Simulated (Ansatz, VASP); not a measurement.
# HfSiO4 (Hafnon): VASP beside Ansatz, part 3 of 3

One calculation is typed for both programs; each brings its own data sets. How far apart do they land? The structure shown comes from an earlier Ansatz run, which isn't shown and may have moved the atoms alone.

VASP 6.6.1 and Ansatz 0.2.0.

So far: Set-up; Ansatz: elastic constants, LDA; VASP: elastic constants, LDA.

## Step 4: Side by side

Known differences besides the potentials themselves: the two LDA forms differ slightly; the data sets hold 108 valence electrons in Ansatz (on its default PAW (the set named soft_2) files) and 76 in VASP; the cutoff is 420 eV in Ansatz and 600 eV in VASP; VASP's log shows a relativistic correction to its local exchange, Ansatz's none; VASP takes each elastic constant from one size of strain, Ansatz from those that its log lists. Total energies have different zeros and are not compared.

Both answers:

```csv
quantity,Ansatz,VASP,difference
C11 (GPa),366.7,356.8,+2.77 %
C22 (GPa),366.7,356.8,+2.77 %
C33 (GPa),489.0,481.6,+1.54 %
C12 (GPa),90.3,89.8,+0.54 %
C13 (GPa),186.0,183.4,+1.45 %
C23 (GPa),186.0,183.4,+1.45 %
C44 (GPa),91.4,90.2,+1.42 %
C55 (GPa),91.4,90.2,+1.42 %
C66 (GPa),40.0,40.7,-1.81 %
```

## Step 5: What came out

```json
{"difference in C11 (elastic constants, LDA)": "2.8 %"}
```

**Reading.** The difference in C11 is 2.8 % (elastic constants, LDA), within the 5 % picked in this series as the mark of a large difference. The data sets hold unlike numbers of valence electrons (108 in Ansatz and 76 in VASP), so part of the differences comes from the potentials. How closely two codes agree says nothing of how well the functional describes the real material.

[Lines on the potential files, build, host, timing and source positions are cut from VASP's logs without a mark.]

[Logs are printed without paths, hosts, clocks, repeated set-up lines and the standing remarks that a program may print on its own settings, such as how far it seeks lower states.]

[Hosts, paths, dates, database ids (printed as entryN), source tags and the programs' standing remarks are cut or masked in the printed files.]
